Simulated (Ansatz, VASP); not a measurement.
# Two plane-wave programs on LiF

```
Li F
1.0
     0.00000    2.01400    2.01400
     2.01400    0.00000    2.01400
     2.01400    2.01400    0.00000
Li F
1 1
Direct
  0.97367 0.00000 0.00000
  0.50000 0.50000 0.50000
```

Change from the starting cell: all Li atoms moved +0.075 Å, as atom 1 towards its neighbour atom 1 (Li) at 2.848 Å.

Alike in both runs: task single point; functional PBE; k mesh 10 × 10 × 10; occupations gaussian, width 0.05 eV; no spin polarisation.

```csv
,VASP,Ansatz
version,VASP 6.6.1,Ansatz 0.2.0
potentials or method,"VASP PAW PBE potentials, release 64 (Li_sv, F)","scalar-relativistic, plane waves, PAW"
plane-wave cutoff (eV),520,420
valence electrons in the cell,10,10
```

|  | VASP | Ansatz | Ansatz less VASP |
| --- | --- | --- | --- |
| gap on the k mesh at the Fermi level (eV) | 9.08 | 9.08 | +0.002 |
| least direct gap on the mesh (eV) | 9.08 | 9.08 | +0.002 |
| rms of the force components (eV/Å) | 0.073 | 0.070 | -0.0037 |

Atom by atom the forces differ by 0.004 eV/Å (rms over components).

 A k mesh can miss the band edges.
